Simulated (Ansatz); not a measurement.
# GaN: stress in a strained cell

GaN is deformed so: zz strain of +2 %. What stress and forces result, by LAPW, PAW and all-electron datasets made for the crystal?

Computed with Ansatz 0.2.0 (DFT PBEsol, scalar-relativistic, unless a step's input says otherwise).

### Step 1. The system as given

The structure is cubic, space group Fm-3m (No. 225). Conventional cell: a = 3.985 Å, b = 3.985 Å, c = 3.985 Å, α = 90.00°, β = 90.00°, γ = 90.00°. Ga (site symmetry m-3m) is surrounded by 6 N at 1.99 Å. N (site symmetry m-3m) is surrounded by 6 Ga at 1.99 Å.

Coordinates:

```cif
data_structure
_symmetry_space_group_name_H-M 'P 1'
_symmetry_Int_Tables_number 1
_cell_length_a 2.8178
_cell_length_b 2.8178
_cell_length_c 2.8178
_cell_angle_alpha 60.000
_cell_angle_beta 60.000
_cell_angle_gamma 60.000
_cell_volume 15.82
loop_
_atom_site_label
_atom_site_type_symbol
_atom_site_fract_x
_atom_site_fract_y
_atom_site_fract_z
_atom_site_occupancy
Ga1 Ga 0.50000 0.50000 0.50000 1
N1 N 0.00000 0.00000 0.00000 1
```

Atoms are numbered in the order of the input: Ga1, N2.

### Step 2. After the deformation

Space group Fm-3m before, I4/mmm after.

### Step 3. LAPW, all electrons

input.yaml

```yaml
crystal:
  lattice:
    - [0.0, 1.9925, 2.03235]
    - [1.9925, 0.0, 2.03235]
    - [1.9925, 1.9925, 0.0]
  atoms:
    - { symbol: Ga, position: [0.5, 0.5, 0.5] }
    - { symbol: "N", position: [0.0, 0.0, 0.0] }
kpoints:
  mp_grid: { grid: [13, 13, 13] }
  band_path:
    path:
      - [0.0, 0.0, 0.0]
      - [0.0, 0.5, 0.5]
      - [0.25, 0.75, 0.5]
      - [0.0, 0.5, 0.0]
      - [0.0, 0.0, 0.0]
      - [0.5, 0.5, 0.0]
      - [0.3701460977, 0.6298539023, 0.0]
      - [-0.3701460977, 0.3701460977, 0.0]
      - [0.0, 0.0, 0.0]
    npoints: 5
scf:
  occupations: { method: fermi_dirac, width: 0.02 }
hamiltonian:
  xc: pbesol
  pseudopotentials: { kind: all_electron, lapw: { basis_error: 0.001 } }
output:
  forces: true
  stress: true
  eigenvalues: true
```

Launch:

```sh
> ansatz run input.yaml --threads 1 --pin off --max-ram 3072MiB --backend cpu --events-out ev --progress --plain --runs-dir out
```

Output, cut to the lines that bear on the results:

```text
LAPW: plane waves up to 10.286 Å⁻¹, error target 1.0e-3 eV per atom; small_component_spin mean_spin; N in spheres of 0.877 Å, 7 of its electrons in bands, Dirac shells []; Ga in spheres of 1.115 Å, 21 of its electrons in bands, Dirac shells []
[...]
Pseudopotentials: kind: all_electron
Pseudopotential: Ga, LAPW, valence charge 21, Koelling and Harmon's equation, gaussian nucleus
Pseudopotential: N, LAPW, valence charge 7, Koelling and Harmon's equation, gaussian nucleus
Functional definition: PBEsol
[...]
Crystal: 2 atoms, lattice volume = 16.137 Å³
Basis set: ecut = 403.09256249859425 eV, 291 PW (Γ), exchange–correlation at level 2
Bands: 18, of which v1, the nominal top of the filled ones, is band 14 counted from 1 (13 counted from 0)
Symmetry: 16 space group operations
Space group: I4/mmm (ITA 139), of the structure as read, at distance tolerance 2.5e-5 Å
k-points: 196 of 2197
[...]
SCF iter   1: F=—  HF=-54346.537332 eV  |F-HF|=—  |Δ(HF+E_count)|=         —  Δρ=1.55e-1  dr2=4.02e0  ethr=1.44e-2  ⟨swp⟩=2.0  Hψ=22832  notcnv=0
[...]
the basis was enlarged: its passes take 105.9 KiB over the memory plan, 1 of 1 planned eigensolver slots
[...]
SCF iter   7: F=-54344.606195 eV  HF=-54344.606195 eV  |F-HF|=1.29e-9  |Δ(HF+E_count)|=   8.59e-7  Δρ=9.40e-6  dr2=7.03e-9  ethr=3.49e-9  ⟨swp⟩=2.1  Hψ=9823  notcnv=0
[...]
NSCF: frozen V_eff on 41 k-points
SCF converged after 7 iterations
Free energy (F): -54344.606195 eV
[...]
E sigma→0 (E₀):  -54344.606195 eV
Fermi energy:    19.389481 eV
[...]
--- Forces (eV/Å), atoms counted from 1 ---
  atom   1  Ga     0.00000000     0.00000000    -0.00000000
  atom   2  N     -0.00000000     0.00000000    -0.00000000
[...]
--- Stress (GPa, compression-positive) ---
       53.035360       0.000000       0.000000
        0.000000      53.035360       0.000000
        0.000000       0.000000      44.043129
  P = ⅓ Tr σ = 50.0379 GPa (500.379 kbar)
--- Band table (eV; the first three rows and the last of 196) ---
  k-point 0: bands = ["-354.8569", "-123.7899", "-74.7248", "-74.7055", "-74.7055", "-0.4690", "4.4400", "4.4648", "4.4648", "4.5859", "4.6165", "17.7682", "17.7682", "17.9481", "22.7368", "33.8477", "34.0067", "34.0067"]
[...]
```

Wall time 14 s (1 thread of Intel Xeon 6975P-C (Granite Rapids), shared host); peak memory 0.58 GiB.

Read from it: pressure 50.04 GPa; gap 1.45 eV.

### Step 4. PAW with frozen cores

input.yaml

```yaml
crystal:
  lattice:
    - [0.0, 1.9925, 2.03235]
    - [1.9925, 0.0, 2.03235]
    - [1.9925, 1.9925, 0.0]
  atoms:
    - { symbol: Ga, position: [0.5, 0.5, 0.5] }
    - { symbol: "N", position: [0.0, 0.0, 0.0] }
kpoints:
  mp_grid: { grid: [13, 13, 13] }
scf:
  occupations: { method: fermi_dirac, width: 0.02 }
hamiltonian:
  xc: pbesol
  pseudopotentials: { kind: paw }
output:
  forces: true
  stress: true
  eigenvalues: true
  efg: { contact_densities: true }
```

Launch:

```sh
> ansatz run input.yaml --threads 1 --pin off --max-ram 3072MiB --backend cpu --events-out ev --progress --plain --runs-dir out
```

Output, cut to the lines that bear on the results:

```text
[...]
Pseudopotentials: kind: paw
Pseudopotential: Ga, paw, valence charge 13, recommended cutoff 420 eV (normal)
Pseudopotential: N, paw, valence charge 5, recommended cutoff 420 eV (normal)
[... 1 set-up line as earlier in the session ...]
[...]
Crystal: 2 atoms, lattice volume = 16.137 Å³
Basis set: ecut = 420 eV, 331 PW (Γ), exchange–correlation on 40×40×40 points (8 copies of the dense FFT grid, shifted against one another)
Bands: 13, of which v1, the nominal top of the filled ones, is band 9 counted from 1 (8 counted from 0)
[... 2 set-up lines as earlier in the session ...]
k-points: 196 of 2197
[...]
SCF iter   1: F=—  HF=-4121.639800 eV  |F-HF|=—  |Δ(HF+E_count)|=         —  Δρ=1.61e-2  dr2=3.47e-2  ethr=1.77e-3  ⟨swp⟩=4.6  Hψ=13059  notcnv=0
[...]
Fermi energy:    16.891188 eV
[...]
--- Forces (eV/Å), atoms counted from 1 ---
  atom   1  Ga     0.00000000     0.00000000     0.00000000
  atom   2  N     -0.00000000     0.00000000    -0.00000000
[...]
--- Stress (GPa, compression-positive) ---
       52.915243       0.000000       0.000000
        0.000000      52.915243       0.000000
        0.000000       0.000000      43.906517
  P = ⅓ Tr σ = 49.9123 GPa (499.123 kbar)
--- PAW observables at the nuclei: V_zz in 10²¹ V/m², potentials from the cell's mean, atoms counted from 1 ---
  atom   1  Ga V_zz =    +2.014121   η = 0.0000   by run symmetry: allowed
            electrostatic potential = -4141.173108 V   contact ρ = 187020.128587 e/Å³
  atom   2  N  V_zz =    -0.070940   η = 0.0000   by run symmetry: allowed
            electrostatic potential = -525.095854 V   contact ρ = 1403.859948 e/Å³
--- Band table (eV; the first three rows and the last of 196) ---
  k-point 0: bands = ["-2.9682", "1.9574", "1.9813", "1.9813", "2.1026", "2.1346", "15.2652", "15.2652", "15.4449", "20.2145", "31.3599", "31.5177", "31.5177"]
[...]
```

Wall time 2.1 s (1 thread of Intel Xeon 6975P-C (Granite Rapids), shared host); peak memory 0.43 GiB.

Result: pressure 49.91 GPa; gap on the k mesh 1.55 eV (an odd mesh misses the zone boundary); Vzz Ga1 2.01 (η = 0.00), N2 -0.07 (η = 0.00) (10²¹ V/m²).

### Step 5. Datasets made for this crystal

input.yaml: that of step 4 with these lines changed.

```diff
@@ -14,3 +14,3 @@
   xc: pbesol
-  pseudopotentials: { kind: paw }
+  pseudopotentials: { kind: all_electron, datasets: crystal }
 output:
```

Launch:

```sh
> ansatz run input.yaml --threads 1 --pin off --max-ram 3072MiB --backend cpu --events-out ev --progress --plain --runs-dir out
```

Output, cut to the lines that bear on the results:

```text
[...]
[... 1 set-up line as earlier in the session ...]
Pseudopotential: Ga, paw, valence charge 21, recommended cutoff 460 eV (normal), Koelling and Harmon's equation, gaussian nucleus
Pseudopotential: N, paw, valence charge 5, recommended cutoff 460 eV (normal), Koelling and Harmon's equation, gaussian nucleus
[... 1 set-up line as earlier in the session ...]
[...]
Crystal: 2 atoms, lattice volume = 16.137 Å³
Basis set: ecut = 460 eV, 339 PW (Γ), exchange–correlation on 40×40×40 points (8 copies of the dense FFT grid, shifted against one another)
Bands: 13, of which v1, the nominal top of the filled ones, is band 9 counted from 1 (8 counted from 0)
[... 2 set-up lines as earlier in the session ...]
k-points: 196 of 2197
[...]
  atom   1  Ga     0.00000000     0.00000000     0.00000000
  atom   2  N     -0.00000000     0.00000000    -0.00000000
[...]
--- Stress (GPa, compression-positive) ---
       53.032077       0.000000       0.000000
        0.000000      53.032077       0.000000
        0.000000       0.000000      44.041334
  P = ⅓ Tr σ = 50.0352 GPa (500.352 kbar)
  It holds what live shells' own plane waves past their cutoff add
--- PAW observables at the nuclei: V_zz in 10²¹ V/m², potentials from the cell's mean, atoms counted from 1 ---
  atom   1  Ga V_zz =    +2.001943   η = 0.0000   by run symmetry: allowed
            electrostatic potential = -4139.282837 V   contact ρ = 187088.030084 e/Å³
  atom   2  N  V_zz =    -0.056198   η = 0.0000   by run symmetry: allowed
            electrostatic potential = -524.288966 V   contact ρ = 1404.098182 e/Å³
--- Band table (eV; the first three rows and the last of 196) ---
  k-point 0: bands = ["-0.4690", "4.4399", "4.4650", "4.4650", "4.5861", "4.6162", "17.7681", "17.7681", "17.9480", "22.7369", "33.8477"]
[...]
```

Run time: 11 s. Hardware: 1 thread of Intel Xeon 6975P-C (Granite Rapids), shared host; peak memory 0.7 GiB.

This run gives: pressure 50.04 GPa; gap on the k mesh 1.56 eV (an odd mesh misses the zone boundary); Vzz Ga1 2.00 (η = 0.00), N2 -0.06 (η = 0.00) (10²¹ V/m²).

### Step 6. Side by side

Stress (GPa, compression positive):

```csv
method,xx,yy,zz,yz,xz,xy
LAPW,53.04,53.04,44.04,0.00,0.00,0.00
PAW,52.92,52.92,43.91,0.00,0.00,0.00
crystal datasets,53.03,53.03,44.04,0.00,0.00,0.00
```

| method | pressure (GPa) | gap on the k mesh (eV) | Vzz Ga1 (10²¹ V/m²) | Vzz N2 (10²¹ V/m²) | SCF cycles, all passes |
| --- | --- | --- | --- | --- | --- |
| LAPW | 50.04 | 1.56 | – | – | 7 |
| PAW | 49.91 | 1.55 | 2.01 | -0.07 | 6 |
| crystal datasets | 50.04 | 1.56 | 2.00 | -0.06 | 8 |

### Step 7. Results

```
                                 quantity                                              value
                                 pressure  LAPW 50.04, PAW 49.91, crystal datasets 50.04 GPa
largest shear or deviatoric stress (LAPW)                                           5.99 GPa
```

**Reading.** The largest part of the stress beyond the pressure is 5.99 GPa in size, in the zz component; the atoms are carried along and not relaxed. No run of the undeformed cell stands beside it, so the pressure holds what the given cell had before the change. PAW: stress within 0.14 GPa of LAPW. Crystal datasets: stress within 0.01 GPa of LAPW.
